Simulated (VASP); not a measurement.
Set up this calculation in VASP 6.6.1, as an ASE script.

```
Task                   : single point
Functional             : LDA
Potentials or basis    : VASP PAW LDA potentials, release 64 (Ta_sv_GW)
Cutoff                 : 550 eV
k mesh                 : 11 × 11 × 11
Occupations            : gaussian, width 0.05 eV
Spin                   : no spin polarisation
Further INCAR settings : ALGO = Normal; EDIFF = 1.00e-07; NBANDS = 12
```

The structure of Ta lies in Ta.xyz:

```xyz
1
Lattice="-1.6512800000 1.6512800000 1.6512800000 1.6512800000 -1.6512800000 1.6512800000 1.6512800000 1.6512800000 -1.6512800000" Properties=species:S:1:pos:R:3 pbc="T T T"
Ta     0.0000000000      0.0000000000      0.0000000000
```

One way to write it, as run:

run.py

```python
from ase.calculators.vasp import Vasp
from ase.dft.bandgap import bandgap
from ase.io import read

atoms = read('Ta.xyz')
calc = Vasp(
    directory='calc',
    xc='lda',
    pp='LDA',
    setups='gw',
    prec='Accurate',
    encut=550,
    ediff=1e-07,
    ismear=0,
    sigma=0.05,
    lreal=False,
    lasph=True,
    nelm=60,
    algo='Normal',
    isif=2,
    lwave=False,
    lcharg=True,
    lelf=True,
    lvhar=True,
    kpts=[11, 11, 11],
    gamma=True,
    nbands=12,
)
atoms.calc = calc

print('energy (eV):', atoms.get_potential_energy())
print('free energy (eV):', atoms.get_potential_energy(force_consistent=True))
print('forces (eV/A):')
print(atoms.get_forces())
print('stress (eV/A^3, Voigt):', atoms.get_stress())
print('Fermi level (eV):', calc.get_fermi_level())
gap, top, bottom = bandgap(calc)
print('band gap (eV):', gap, 'from (spin, k, band)', top, 'to', bottom)
```

Potentials or basis: VASP PAW LDA potentials, release 64 (Ta_sv_GW).

Launch:

```sh
$ python run.py
```

It gave:

- Pressure: -9.4 GPa
- Band gap on the k mesh: none (metal or under the smearing width)

It took 11 s on 1 thread of AMD EPYC 9R45 (Zen 5) (shared host), peak memory 0.11 GiB.
